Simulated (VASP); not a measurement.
## MgS (strained zincblende), PBE single-point calculation: Ansatz's output and VASP's

```xyz
2
Lattice="0.0000 2.6893 3.0092 2.6893 0.0000 3.0092 2.6893 2.6893 0.0000" Properties=species:S:1:pos:R:3 pbc="T T T"
Mg    0.0000    0.0000    0.0000
S     1.3447    1.3447    1.5046
```

Ansatz printed

```
SCF 1 converged in 6 iterations: F = -2828.663103 eV  dr2 = 1.77e-8
  greatest PAW one-centre occupation: 1.000 electrons in one spin orbital (limit 2), on the Mg atom at site 0 (counted from 0), in its partial waves of l = 0
NSCF: frozen V_eff on 7 k-points
SCF converged after 6 iterations
Free energy (F): -2828.663103 eV
Harris-Foulkes:  -2828.663103 eV  (|F-HF|=1.12e-8)
Internal energy: -2828.663103 eV  (E = F + TS)
E sigma→0 (E₀):  -2828.663103 eV
Fermi energy:    5.405445 eV
--- Per-component energies (eV) ---
  E_band       = -363.823487
  E_kinetic    = 184.917949
  E_local      = -1861.864969  (includes V_loc(G=0)·N_el)
  E_nonlocal   = 123.661027
  E_hartree    = 674.329004
  E_xc         = -127.461263
  E_vxc        = -126.588893  (∫ρ·V_xc dr)
  E_paw        = -892.633429  (= ΣΔE_a)
  E_vpaw       = -32.606257  (= ΣTr[D̂ρ^β])
  E_aug_tail   = -0.000002  (compensation charges beyond the density's cutoff)
  E_ewald      = -929.611420
  E_smearing   = -0.000000  (= −TS)
  E_closure    = -0.000000  (closes the sum)
  Σ components = -2828.663103   (vs F -2828.663103, Δ=0.00e0)
--- Forces (eV/Å), atoms counted from 1 ---
  atom   1  Mg     0.00000000    -0.00000000     0.00000000
  atom   2  S     -0.00000000     0.00000000    -0.00000000
  max |Σ_I F_I| component: 9.02e-17 eV/Å
--- Stress (GPa, compression-positive) ---
        4.407219      -0.000000       0.000000
        0.000000       4.407219       0.000000
        0.000000       0.000000       1.298637
  P = ⅓ Tr σ = 3.3710 GPa (33.710 kbar)
--- Band table (eV; the first three rows and the last of 59) ---
  k-point 0: bands = ["-70.1963", "-36.9595", "-36.9595", "-36.9339", "-7.9023", "3.2630", "3.6423", "3.6423", "7.1144", "11.5067", "11.6298", "11.6298"]
  k-point 1: bands = ["-70.1963", "-36.9599", "-36.9595", "-36.9341", "-7.8060", "2.7783", "3.3303", "3.6171", "7.7870", "11.2957", "11.7143", "11.8428"]
  k-point 2: bands = ["-70.1963", "-36.9609", "-36.9596", "-36.9345", "-7.5554", "1.5870", "3.1012", "3.5608", "8.5972", "11.0362", "11.7567", "12.1364"]
  k-point 58: bands = ["-70.1962", "-36.9603", "-36.9603", "-36.9367", "-7.0448", "0.2311", "2.8207", "2.8207", "7.5928", "9.7243", "14.1090", "16.4447"]
```

Datasets and cutoffs are each program's own. VASP's cell holds 8 valence electrons and Ansatz's 16. Ansatz's stress includes a Pulay correction; VASP's doesn't.

Problem. What does VASP give for the same cell and level of theory?

Solution. gap between bands v and c 3.45 eV; least direct gap 3.47 eV; pressure 3.2 GPa.

From OUTCAR

```
k-points           NKPTS =     59   k-points in BZ     NKDIM =     59   number of bands    NBANDS=     11

   NELECT =       8.0000    total number of electrons

   dimension x,y,z NGX =    30 NGY =   30 NGZ =   28
   dimension x,y,z NGXF=    60 NGYF=   60 NGZF=   56

  energy-cutoff  :      520.00
  volume of cell :       43.53
      direct lattice vectors                 reciprocal lattice vectors
     0.000000000  2.689332999  3.009218796    -0.185919706  0.185919706  0.166156080
     2.689332999  0.000000000  3.009218796     0.185919706 -0.185919706  0.166156080
     2.689332999  2.689332999  0.000000000     0.185919706  0.185919706 -0.166156080

 k-points in reciprocal lattice and weights: KPOINTS created by Atomic Simulation Env
   0.00000000  0.00000000  0.00000000       0.002
   0.12500000  0.00000000  0.00000000       0.016
   0.25000000  0.00000000  0.00000000       0.016
   0.37500000  0.00000000  0.00000000       0.016
   0.50000000  0.00000000  0.00000000       0.008
   0.12500000  0.12500000  0.00000000       0.004
   0.25000000  0.12500000  0.00000000       0.016
   0.37500000  0.12500000  0.00000000       0.016
   ...

 E-fermi :   1.9048

 k-point     1 :       0.0000    0.0000    0.0000
  band No.  band energies     occupation
      1     -10.0587      2.00000
      2       1.1082      2.00000
      3       1.4860      2.00000
      4       1.4860      2.00000
      5       4.9514      0.00000
      6       9.3715      0.00000
      7       9.4923      0.00000
      8       9.4923      0.00000
      9      11.1638      0.00000
     10      13.2668      0.00000
     11      13.8307      0.00000

 k-point     2 :       0.1250    0.0000    0.0000
  band No.  band energies     occupation
      1      -9.9631      2.00000
      2       0.6213      2.00000
      3       1.1743      2.00000
      4       1.4606      2.00000
      5       5.6248      0.00000
      6       9.1536      0.00000
      7       9.5805      0.00000
      8       9.7066      0.00000
      9      10.9649      0.00000
     10      12.6092      0.00000
     11      14.4604      0.00000

 k-point     3 :       0.2500    0.0000    0.0000
  band No.  band energies     occupation
      1      -9.7143      2.00000
      2      -0.5724      2.00000
      3       0.9447      2.00000
      4       1.4037      2.00000
      5       6.4364      0.00000
      6       8.8901      0.00000
      7       9.6203      0.00000
      8      10.0024      0.00000
      9      11.6760      0.00000
     10      12.1482      0.00000
     11      14.0708      0.00000

 k-point     4 :       0.3750    0.0000    0.0000
  band No.  band energies     occupation
      1      -9.4336      2.00000
      2      -1.5452      2.00000
      3       0.7629      2.00000
      4       1.3528      2.00000
      5       6.4715      0.00000
      6       8.8387      0.00000
      7       9.7910      0.00000
      8       9.9873      0.00000
      9      13.0563      0.00000
     10      13.1060      0.00000
     11      14.3021      0.00000

 k-point     5 :       0.5000    0.0000    0.0000
  band No.  band energies     occupation
      1      -9.3053      2.00000
      2      -1.9177      2.00000
      3       0.6932      2.00000
      4       1.3333      2.00000
      5       6.3786      0.00000
      6       8.7884      0.00000
      7       9.6254      0.00000
      8      10.1891      0.00000
      9      14.2464      0.00000
     10      14.3300      0.00000
     11      14.9227      0.00000

 k-point     6 :       0.1250    0.1250    0.0000
  band No.  band energies     occupation
      1      -9.9509      2.00000
      2       0.4437      2.00000
      3       1.3440      2.00000
      4       1.3440      2.00000
      5       5.7758      0.00000
      6       8.9257      0.00000
      7       9.8156      0.00000
      8       9.9272      0.00000
      9       9.9272      0.00000
     10      13.4946      0.00000
     11      15.4782      0.00000

 k-point     7 :       0.2500    0.1250    0.0000
  band No.  band energies     occupation
      1      -9.7684      2.00000
      2      -0.3267      2.00000
      3       1.0301      2.00000
      4       1.2274      2.00000
      5       6.6210      0.00000
      6       8.5585      0.00000
      7       9.1424      0.00000
      8      10.3812      0.00000
      9      10.8218      0.00000
     10      13.2780      0.00000
     11      15.4020      0.00000

 k-point     8 :       0.3750    0.1250    0.0000
  band No.  band energies     occupation
      1      -9.4974      2.00000
      2      -1.2039      2.00000
      3       0.6066      2.00000
      4       1.1780      2.00000
      5       7.1129      0.00000
      6       8.0483      0.00000
      7       9.7823      0.00000
      8      10.3888      0.00000
      9      12.2479      0.00000
     10      13.6771      0.00000
     11      14.7075      0.00000

 ...

  Total        1.1589549      1.1589549      0.3075727      0.0000000      0.0000000      0.0000000
  in kB       42.6583656     42.6583656     11.3210176      0.0000000      0.0000000      0.0000000
  external PRESSURE =      32.2125829 kB  Pullay stress =       0.0000000 kB

 POSITION                                       TOTAL-FORCE (eV/Angst)
 -----------------------------------------------------------------------------------
      0.00000      0.00000      0.00000         0.000000      0.000000      0.000000
      1.34467      1.34467      1.50461        -0.000000     -0.000000     -0.000000
 -----------------------------------------------------------------------------------
    total drift:                               -0.000002     -0.000002     -0.000001

  FREE ENERGIE OF THE ION-ELECTRON SYSTEM (eV)
  ---------------------------------------------------
  free  energy   TOTEN  =        -8.4169933646 eV

  energy  without entropy=       -8.4169933646  energy(sigma->0) =       -8.41699336
```
